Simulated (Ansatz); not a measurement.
# SiC (P6_3mc) in Ansatz: notebook

One crystal, SiC, is run at these levels: SVWN5; tasks: single point, equation of state.

Everything below comes from runs of Ansatz 0.2.0. Logs are shortened: lines on timing, memory, paths and dates and some standing lists are left out, and cuts for length are marked.

**1. The structure**

Symmetry: P6_3mc, No. 186, hexagonal system. The conventional cell has a = 3.076 Å, b = 3.076 Å, c = 10.071 Å, α = 90.00°, β = 90.00°, γ = 120.00°. Around Si (site symmetry 3m) lie 4 C at 1.88 to 1.89 Å. Around Si (site symmetry 3m) lie 4 C at 1.88 to 1.89 Å. Around C (site symmetry 3m) lie 4 Si at 1.88 to 1.89 Å. Around C (site symmetry 3m) lie 4 Si at 1.88 to 1.89 Å.

The cell is a database's computed one.

**2. Single point, SVWN5, 9.69 Å³/atom (volume scaled by 0.94)**

Input file input.yaml:

```yaml
crystal:
  lattice:
    - [3.0129072637, 0.0, 0.0]
    - [-1.5064536318, 2.6092542296, 0.0]
    - [0.0, 0.0, 9.8650653976]
  atoms:
    - { symbol: Si, position: [0.0, 0.0, 0.18789438] }
    - { symbol: Si, position: [0.0, 0.0, 0.68789438] }
    - { symbol: Si, position: [0.3333333333, 0.6666666667, 0.43784198] }
    - { symbol: Si, position: [0.6666666667, 0.3333333333, 0.93784198] }
    - { symbol: C, position: [0.0, 0.0, 0.00046005] }
    - { symbol: C, position: [0.0, 0.0, 0.50046005] }
    - { symbol: C, position: [0.3333333333, 0.6666666667, 0.24980259] }
    - { symbol: C, position: [0.6666666667, 0.3333333333, 0.74980259] }
hamiltonian:
  xc: { exchange: slater, correlation: vwn5 }
  pseudopotentials: { kind: paw }
kpoints:
  mp_grid: { grid: [10, 10, 3] }
scf:
  occupations: { method: fermi_dirac, width: 0.05 }
output:
  forces: true
  stress: true
  eigenvalues: true
```

Potentials or basis: Ansatz PAW.

On the command line:

```sh
> ansatz run input.yaml --threads 2 --pin off --max-ram 5120MiB --backend cpu --events-out ev --progress --plain --runs-dir out
```

Standard output:

```text
Warning: RAYON_NUM_THREADS=2 ignored (pool sized by the plan → 2); use --threads N
Engine: ansatz 0.2.0, x86_64-unknown-linux-gnu
Pseudopotentials: kind: paw
Pseudopotential: Si, paw, valence charge 4, recommended cutoff 420 eV (normal), Si.paw.azcp
Pseudopotential: C, paw, valence charge 4, recommended cutoff 420 eV (normal), C.paw.azcp
Functional definition: unnamed
  exchange = slater_x
  correlation = vwn5_c
Crystal: 8 atoms, lattice volume = 77.554 Å³
Basis set: ecut = 420 eV, 1497 PW (Γ)
Bands: 24, of which v1, the nominal top of the filled ones, is band 16 counted from 1 (15 counted from 0)
Symmetry: 12 space group operations
Space group: P63mc (ITA 186), of the structure as read, at distance tolerance 4.3e-5 Å
k-points: 28 of 300 (time reversal used)
Non-local potential: Si, projectors of the file, l = 0: 2, l = 1: 2, l = 2: 2
Non-local potential: C, projectors of the file, l = 0: 2, l = 1: 2, l = 2: 1
PAW form: soft (Blöchl's): semilocal exchange-correlation on the pseudo side does not see the compensation charge
PAW frozen core: Si, regenerated for the run's functional, and the local potential with it (the file was generated under x = pbe(κ = 0.804, μ = 0.2195149727645171), c = pbe(β = 0.06672455060314922))
PAW frozen core: C, regenerated for the run's functional, and the local potential with it (the file was generated under x = pbe(κ = 0.804, μ = 0.2195149727645171), c = pbe(β = 0.06672455060314922))
PAW one-centre angular grid: Si, 110 points (default); XC on 64 Gauss nodes
PAW one-centre angular grid: C, 110 points (default); XC on 64 Gauss nodes
Initial density: superposition of atomic densities (neutral atoms: chi_scale 0, normalization atom), corrected by the library's trained network
Initial wavefunctions: pseudopotential atomic-orbital guess
Functional: x = slater, c = vwn5
SCF iter   1: F=—  HF=-3409.433672 eV  |F-HF|=—  |Δ(HF+E_count)|=         —  Δρ=7.61e-3  dr2=4.25e-2  ethr=1.77e-3  ⟨swp⟩=6.4  Hψ=3847  notcnv=0  defer=4
preconditioner: auto → none  [insulator: Δε(μ)=2.124 eV  Ē_g=12.271 eV  σ=0.050 eV  W_gap=1.00  n_scr=6 (ndim 8)  ℏωp=23.9 eV  f_vac=0.000  D(μ)=0.00/eV (n_scr^D=0)  ε∞_Penn≈4.8]
SCF iter   2: F=—  HF=-3409.421270 eV  |F-HF|=—  |Δ(HF+E_count)|=   1.24e-2  Δρ=2.82e-3  dr2=2.55e-3  ethr=1.33e-4  ⟨swp⟩=2.7  Hψ=1370  notcnv=0  defer=50
SCF iter   3: F=—  HF=-3409.420628 eV  |F-HF|=—  |Δ(HF+E_count)|=   6.41e-4  Δρ=8.89e-4  dr2=2.47e-4  ethr=7.97e-6  ⟨swp⟩=1.0  Hψ=596  notcnv=0  defer=25
automatic band count: iteration 3 solves 23 bands in place of 24: the levels show a gap, and the empty bands left out lie too high to hold charge; the band table lists the bands solved (type scf.n_extra_bands for more)
SCF iter   4: F=—  HF=-3409.420578 eV  |F-HF|=—  |Δ(HF+E_count)|=   5.05e-5  Δρ=4.71e-5  dr2=1.79e-6  ethr=7.73e-7  ⟨swp⟩=2.0  Hψ=999  notcnv=0  defer=25
SCF iter   5: F=—  HF=-3409.420579 eV  |F-HF|=—  |Δ(HF+E_count)|=   9.86e-7  Δρ=1.37e-5  dr2=7.91e-8  ethr=5.59e-9  ⟨swp⟩=2.0  Hψ=990  notcnv=0  defer=25
SCF iter   6: F=-3409.420579 eV  HF=-3409.420579 eV  |F-HF|=1.42e-9  |Δ(HF+E_count)|=   1.52e-8  Δρ=2.15e-6  dr2=3.64e-9  ethr=2.47e-10  ⟨swp⟩=6.5  Hψ=2756  notcnv=0
SCF 1 converged in 6 iterations: F = -3409.420579 eV  dr2 = 3.64e-9
SCF converged after 6 iterations
Free energy (F): -3409.420579 eV
Harris-Foulkes:  -3409.420579 eV  (|F-HF|=1.42e-9)
Internal energy: -3409.420579 eV  (E = F + TS)
E sigma→0 (E₀):  -3409.420579 eV
Fermi energy:    11.250240 eV
--- Per-component energies (eV) ---
  E_band       = 129.228952
  E_kinetic    = 557.387867
  E_local      = -411.209856  (includes V_loc(G=0)·N_el)
  E_nonlocal   = 219.398785
  E_hartree    = 125.490134
  E_xc         = -423.927990
  E_vxc        = -443.956737  (∫ρ·V_xc dr)
  E_paw        = -2313.879457  (= ΣΔE_a)
  E_vpaw       = -43.371580  (= ΣTr[D̂ρ^β])
  E_aug_tail   = 0.000063  (compensation charges beyond the density's cutoff)
  E_ewald      = -1163.268139
  E_core_change = 0.588014  (= ΣΔE_core)
  E_smearing   = -0.000000  (= −TS)
  E_closure    = 0.000000  (closes the sum)
  Σ components = -3409.420579   (vs F -3409.420579, Δ=0.00e0)
--- Forces (eV/Å), atoms counted from 1 ---
  atom   1  Si     0.00000000    -0.00000000     0.00792674
  atom   2  Si    -0.00000000     0.00000000     0.00792674
  atom   3  Si    -0.00000000     0.00000000    -0.01791381
  atom   4  Si     0.00000000     0.00000000    -0.01791381
  atom   5  C     -0.00000000    -0.00000000    -0.00139559
  atom   6  C      0.00000000     0.00000000    -0.00139559
  atom   7  C     -0.00000000    -0.00000000     0.01134385
  atom   8  C      0.00000000     0.00000000     0.01134385
  max |Σ_I F_I| component: 7.76e-5 eV/Å
--- Stress (GPa, compression-positive) ---
       11.162510       0.000000      -0.000000
        0.000000      11.162510       0.000000
       -0.000000       0.000000      10.884753
  P = ⅓ Tr σ = 11.0699 GPa (110.699 kbar)
--- Band table (eV; the first three rows and the last of 28) ---
  k-point 0: bands = ["-5.7729", "-4.5281", "-4.4887", "-1.9092", "1.1425", "5.6606", "5.7020", "8.9347", "8.9347", "9.4043", "9.4043", "9.5527", "9.5527", "10.0888", "10.1443", "10.1443", "15.7566", "16.3211", "16.9729", "17.1823", "17.3624", "17.3624", "17.4274"]
  k-point 1: bands = ["-5.6297", "-5.2039", "-3.5788", "-2.5326", "1.9932", "3.7046", "7.6775", "9.0014", "9.0014", "9.1885", "9.1885", "9.3594", "9.7984", "9.7984", "10.0462", "10.0462", "15.8498", "16.1025", "17.2563", "17.4326", "17.4326", "17.4794", "17.4794"]
  k-point 2: bands = ["-5.5897", "-4.3506", "-4.3104", "-1.7541", "1.3141", "5.7237", "5.7700", "7.9731", "8.5939", "8.6342", "8.7855", "9.2008", "9.2990", "9.5281", "9.9713", "10.0718", "15.9081", "16.5294", "16.5590", "17.1670", "17.4238", "17.6494", "17.6624"]
  k-point 27: bands = ["-1.3655", "-1.1148", "-0.5468", "-0.4485", "2.3912", "2.6777", "2.6986", "3.2647", "4.0883", "4.3183", "5.1137", "5.4384", "6.4263", "7.3973", "7.6443", "8.0219", "13.4884", "13.6466", "16.0141", "16.7624", "16.8741", "17.8847", "19.0586"]
```

Wall time 1.9 s (2 threads of AMD EPYC 7B13 (Zen 3), shared host); peak memory 0.37 GiB.

Results:

```
Free energy            : -3409.4206 eV
Pressure               : 11.1 GPa
Largest force          : 0.018 eV/Å
Band gap on the k mesh : 2.19 eV, indirect (least direct gap 3.33 eV)
```

Caveat: odd divisions of the mesh miss points on the zone boundary, where band edges often lie, so the gap on the mesh can be too wide; the pressure holds a Pulay correction of +0.4 GPa for the finite cutoff; the PAW data sets come from PBE, with cores solved anew for the run's functional, which leaves a small shift of forces and pressure.

**3. Single point, SVWN5, 9.90 Å³/atom (volume scaled by 0.96)**

input.yaml: that of step 2 with these lines changed.

```diff
@@ -2,5 +2,5 @@
   lattice:
-    - [3.0129072637, 0.0, 0.0]
-    - [-1.5064536318, 2.6092542296, 0.0]
-    - [0.0, 0.0, 9.8650653976]
+    - [3.0341256196, 0.0, 0.0]
+    - [-1.5170628097, 2.6276298648, 0.0]
+    - [0.0, 0.0, 9.9345399781]
   atoms:
```

Potentials or basis: Ansatz PAW.

On the command line:

```sh
> ansatz run input.yaml --threads 2 --pin off --max-ram 5120MiB --backend cpu --events-out ev --progress --plain --runs-dir out
```

Wall time 1.9 s (2 threads of AMD EPYC 7B13 (Zen 3), shared host); peak memory 0.37 GiB.

Results (log left out):

```
Free energy            : -3409.5057 eV
Pressure               : 5.6 GPa
Largest force          : 0.010 eV/Å
Band gap on the k mesh : 2.19 eV, indirect (least direct gap 3.32 eV)
```

Caveat: odd divisions of the mesh miss points on the zone boundary, where band edges often lie, so the gap on the mesh can be too wide; the pressure holds a Pulay correction of +0.4 GPa for the finite cutoff; the PAW data sets come from PBE, with cores solved anew for the run's functional, which leaves a small shift of forces and pressure.

**4. Single point, SVWN5, 10.11 Å³/atom (volume scaled by 0.98)**

input.yaml: that of step 3 with these lines changed.

```diff
@@ -2,5 +2,5 @@
   lattice:
-    - [3.0341256196, 0.0, 0.0]
-    - [-1.5170628097, 2.6276298648, 0.0]
-    - [0.0, 0.0, 9.9345399781]
+    - [3.0550512851, 0.0, 0.0]
+    - [-1.5275256425, 2.6457520228, 0.0]
+    - [0.0, 0.0, 10.0030562121]
   atoms:
```

On the command line:

```sh
> ansatz run input.yaml --threads 2 --pin off --max-ram 5120MiB --backend cpu --events-out ev --progress --plain --runs-dir out
```

Run time: 2 s. Hardware: 2 threads of AMD EPYC 7B13 (Zen 3), shared host; peak memory 0.37 GiB.

It converged, with:

| Quantity | Value |
| --- | --- |
| Free energy | -3409.5369 eV |
| Pressure | 0.6 GPa |
| Largest force | 0.004 eV/Å |
| Band gap on the k mesh | 2.18 eV, indirect (least direct gap 3.31 eV) |

Caveat: odd divisions of the mesh miss points on the zone boundary, where band edges often lie, so the gap on the mesh can be too wide; the pressure holds a Pulay correction of +0.4 GPa for the finite cutoff; the PAW data sets come from PBE, with cores solved anew for the run's functional, which leaves a small shift of forces and pressure.

**5. Single point, SVWN5, 10.31 Å³/atom**

input.yaml: that of step 4 with these lines changed.

```diff
@@ -2,5 +2,5 @@
   lattice:
-    - [3.0550512851, 0.0, 0.0]
-    - [-1.5275256425, 2.6457520228, 0.0]
-    - [0.0, 0.0, 10.0030562121]
+    - [3.0756941497, 0.0, 0.0]
+    - [-1.5378470748, 2.6636292679, 0.0]
+    - [0.0, 0.0, 10.07064648]
   atoms:
```

On the command line:

```sh
> ansatz run input.yaml --threads 2 --pin off --max-ram 5120MiB --backend cpu --events-out ev --progress --plain --runs-dir out
```

Wall time 2.1 s (2 threads of AMD EPYC 7B13 (Zen 3), shared host); peak memory 0.37 GiB.

It converged, with:

```
Free energy            : -3409.5191 eV
Pressure               : -4.0 GPa
Largest force          : 0.004 eV/Å
Band gap on the k mesh : 2.18 eV, indirect (least direct gap 3.30 eV)
```

Caveat: odd divisions of the mesh miss points on the zone boundary, where band edges often lie, so the gap on the mesh can be too wide; the pressure holds a Pulay correction of +0.4 GPa for the finite cutoff; the PAW data sets come from PBE, with cores solved anew for the run's functional, which leaves a small shift of forces and pressure.

**6. Single point, SVWN5, 10.52 Å³/atom (volume scaled by 1.02)**

input.yaml: that of step 5 with these lines changed.

```diff
@@ -2,5 +2,5 @@
   lattice:
-    - [3.0756941497, 0.0, 0.0]
-    - [-1.5378470748, 2.6636292679, 0.0]
-    - [0.0, 0.0, 10.07064648]
+    - [3.0960635787, 0.0, 0.0]
+    - [-1.5480317893, 2.6812697109, 0.0]
+    - [0.0, 0.0, 10.1373414467]
   atoms:
```

Potentials or basis: Ansatz PAW.

On the command line:

```sh
> ansatz run input.yaml --threads 2 --pin off --max-ram 5120MiB --backend cpu --events-out ev --progress --plain --runs-dir out
```

Wall time 2 s (2 threads of AMD EPYC 7B13 (Zen 3), shared host); peak memory 0.38 GiB.

Results (log left out):

```yaml
Free_energy: -3409.4569 eV
Pressure: -8.0 GPa
Largest_force: 0.010 eV/Å
Band_gap_on_the_k_mesh: 2.17 eV, indirect (least direct gap 3.29 eV)
```

Caveat: odd divisions of the mesh miss points on the zone boundary, where band edges often lie, so the gap on the mesh can be too wide; the pressure holds a Pulay correction of +0.4 GPa for the finite cutoff; the PAW data sets come from PBE, with cores solved anew for the run's functional, which leaves a small shift of forces and pressure.

**7. Single point, SVWN5, 10.73 Å³/atom (volume scaled by 1.04)**

input.yaml: that of step 6 with these lines changed.

```diff
@@ -2,5 +2,5 @@
   lattice:
-    - [3.0960635787, 0.0, 0.0]
-    - [-1.5480317893, 2.6812697109, 0.0]
-    - [0.0, 0.0, 10.1373414467]
+    - [3.116168451, 0.0, 0.0]
+    - [-1.5580842255, 2.6986810411, 0.0]
+    - [0.0, 0.0, 10.2031701838]
   atoms:
```

On the command line:

```sh
> ansatz run input.yaml --threads 2 --pin off --max-ram 5120MiB --backend cpu --events-out ev --progress --plain --runs-dir out
```

Run time: 2.1 s. Hardware: 2 threads of AMD EPYC 7B13 (Zen 3), shared host; peak memory 0.35 GiB.

The run converged. Its results:

```yaml
Free_energy: -3409.3546 eV
Pressure: -11.8 GPa
Largest_force: 0.016 eV/Å
Band_gap_on_the_k_mesh: 2.17 eV, indirect (least direct gap 3.28 eV)
```

Caveat: odd divisions of the mesh miss points on the zone boundary, where band edges often lie, so the gap on the mesh can be too wide; the pressure holds a Pulay correction of +0.4 GPa for the finite cutoff; the PAW data sets come from PBE, with cores solved anew for the run's functional, which leaves a small shift of forces and pressure.

**8. Single point, SVWN5, 10.93 Å³/atom (volume scaled by 1.06)**

input.yaml: that of step 7 with these lines changed.

```diff
@@ -2,5 +2,5 @@
   lattice:
-    - [3.116168451, 0.0, 0.0]
-    - [-1.5580842255, 2.6986810411, 0.0]
-    - [0.0, 0.0, 10.2031701838]
+    - [3.1360171929, 0.0, 0.0]
+    - [-1.5680085964, 2.7158705557, 0.0]
+    - [0.0, 0.0, 10.2681602811]
   atoms:
@@ -25 +25,5 @@
   eigenvalues: true
+  write_density: true
+  write_potential: true
+  elf: true
+  volumetric_format: npy
```

On the command line:

```sh
> ansatz run input.yaml --threads 2 --pin off --max-ram 5120MiB --backend cpu --events-out ev --progress --plain --runs-dir out
```

Run time: 2.9 s. Hardware: 2 threads of AMD EPYC 7B13 (Zen 3), shared host; peak memory 0.39 GiB.

It converged, with:

```yaml
Free_energy: -3409.2163 eV
Pressure: -15.1 GPa
Largest_force: 0.021 eV/Å
Band_gap_on_the_k_mesh: 2.16 eV, indirect (least direct gap 3.27 eV)
```

Caveat: odd divisions of the mesh miss points on the zone boundary, where band edges often lie, so the gap on the mesh can be too wide; the pressure holds a Pulay correction of +0.4 GPa for the finite cutoff; the PAW data sets come from PBE, with cores solved anew for the run's functional, which leaves a small shift of forces and pressure.

**9. Equation of state, SVWN5**

Potentials or basis: Ansatz PAW.

This step only gathers the single runs of the series.

What came out:

- Equilibrium volume: 10.13 Å³/atom
- Bulk modulus at fixed shape and positions: 230 GPa
- Pressure derivative of the bulk modulus: 3.9

Energy against volume, from the lowest point:
| volume (Å³/atom) | energy (meV/atom) |
| --- | --- |
| 9.694 | 14.54 |
| 9.900 | 3.90 |
| 10.107 | 0.00 |
| 10.313 | 2.23 |
| 10.519 | 9.99 |
| 10.726 | 22.79 |
| 10.932 | 40.08 |

Caveat: the cell was scaled at fixed shape and fractional positions, which overstates the stiffness of a crystal with free parameters, most of all of layers and chains.
